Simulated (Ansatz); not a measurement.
An added Cl started as a split pair with a Rb atom in rocksalt RbCl, 65 atoms, charge +1

All numbers come from Ansatz (PAW, plane waves, no spin–orbit coupling) at the single k point (¼, ¼, ¼) without its symmetry partners. The atoms were relaxed with PBEsol in a fixed cell; other functionals are single points on those atoms unless said otherwise. The valence top and gap of the host come from the perfect supercell at Γ, which can miss a band edge that doesn't fold there, PBEsol gap 4.89 eV, HSE06 gap 6.35 eV. The charge correction uses an assumed dielectric constant of 4.9.

Cell: a = 13.093 Å, b = 13.093 Å, c = 13.093 Å, α = 90.00°, β = 90.00°, γ = 90.00°.

Nearest atoms after relaxation, from the placed atom (for vacancies from the middle of the vacant sites): Cl at 2.27 Å, Cl at 2.27 Å, Rb at 3.00 Å, Rb at 3.01 Å.

Chemical potentials μ are those of reference phases of the elements at zero temperature by the same functional (the usual solids, diamond for C, grey Sn, and the molecules H2, N2, O2, F2, Cl2, Br2 and S8).

```csv
functional,E(defect) − E(host) − Σ nμ + q·E_VBM (eV),monopole (eV),alignment (eV),formation energy at E_F = VBM (eV),moment (μB),"wall time, shared host"
PBEsol,-0.53,0.32,-0.05,-0.26,0 (no spin),13 s on NVIDIA GB300 (relaxation)
```

Task: Estimate the formation energy and moment that HSE06 gives on these atoms.

Result: -0.45 eV at E_F = VBM (-0.72 eV before the monopole term 0.32 eV and the alignment -0.05 eV), moment 0 (no spin).

Task: How does the monopole term follow by hand for this cubic cell?

Result: q²·α·e²/(4πε₀)/(2εL) with the Madelung constant α = 2.837 and e²/4πε₀ = 14.40 eV·Å: 1 × 2.837 × 14.40 / (2 × 4.9 × 13.093) = 0.32 eV.

HSE06 one-electron levels near the gap (the ten most localised at most), from the host's valence top, not corrected for the charge's images:

```
level (eV)  spin  filling  atoms sharing it  element of the atom with most weight
      0.07  both     2.00              13.9                                    Cl
      0.07  both     2.00              17.7                                    Cl
      0.09  both     2.00              13.7                                    Cl
      0.10  both     2.00              11.2                                    Cl
      0.11  both     2.00              14.8                                    Cl
      0.12  both     2.00              16.3                                    Cl
      0.12  both     2.00              19.8                                spread
      0.12  both     2.00              20.0                                spread
      0.16  both     2.00              17.7                                    Cl
      3.55  both     0.00               3.2                                    Cl
```

All elements are taken at their own reference at once; growth conditions in equilibrium with the host shift these energies, by up to the host's formation enthalpy.

One k point and a cell of this size can leave errors of several tenths of an eV in such numbers.
